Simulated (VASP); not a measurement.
Input of a VASP 6.6.1 run:

INCAR

```
PREC     = Accurate       # precision mode
ENCUT    = 520            # plane-wave cutoff, eV
EDIFF    = 1E-7           # SCF threshold, eV
ISMEAR   = 0              # smearing method
SIGMA    = 0.1            # smearing width, eV
LREAL    = False          # projectors in reciprocal space
LASPH    = True           # aspherical terms in the spheres
NELM     = 80             # most SCF steps
ALGO     = Fast           # electronic algorithm
ISIF     = 3              # what is computed and relaxed
LWAVE    = False          # write WAVECAR
LCHARG   = False          # write CHGCAR
GGA      = PS             # functional
IBRION   = 2              # ionic algorithm
NSW      = 80             # ionic steps
EDIFFG   = -0.002         # ionic threshold
PSTRESS  = 750.0        
KPAR     = 4
```

The input KPOINTS:

```
Automatic mesh
0
Gamma
  6 6 8
```

The input POSCAR:

```
Hf                                      
1.0
    4.4929143619      0.0000000000      0.0000000000
   -2.2464571810      3.8909779830      0.0000000000
    0.0000000000      0.0000000000      2.7997056485
  Hf            
     3
Direct
     0.6666666699999979    0.3333333300000021    0.5000000000000000
     0.3333333300000021    0.6666666699999979    0.5000000000000000
     0.0000000000000000    0.0000000000000000    0.0000000000000000
```

Potentials or basis: VASP PAW PBE potentials, release 64 (Hf_pv).

The run is started by

```bash
$ cat potpaw_PBE.64/Hf_pv/POTCAR > POTCAR
$ mpirun -np 4 vasp_std > vasp.out
```

Q: What does it give for the band gap on the k mesh?

A: None (metal or under the smearing width).

Q: Predict the space group after relaxing (to 0.05 Å).

A: P6/mmm (No. 191).

Final structure:
```cif
data_structure
_symmetry_space_group_name_H-M 'P 1'
_symmetry_Int_Tables_number 1
_cell_length_a 4.3774
_cell_length_b 4.3774
_cell_length_c 2.7198
_cell_angle_alpha 90.000
_cell_angle_beta 90.000
_cell_angle_gamma 120.000
_cell_volume 45.13
loop_
_atom_site_label
_atom_site_type_symbol
_atom_site_fract_x
_atom_site_fract_y
_atom_site_fract_z
_atom_site_occupancy
Hf1 Hf 0.66667 0.33333 0.50000 1
Hf2 Hf 0.33333 0.66667 0.50000 1
Hf3 Hf 0.00000 0.00000 0.00000 1
```

Caveat: the cell is relaxed towards a set pressure, so the enthalpy falls and the energy may rise. The run has no spin-orbit coupling, so splittings on Hf are missing.
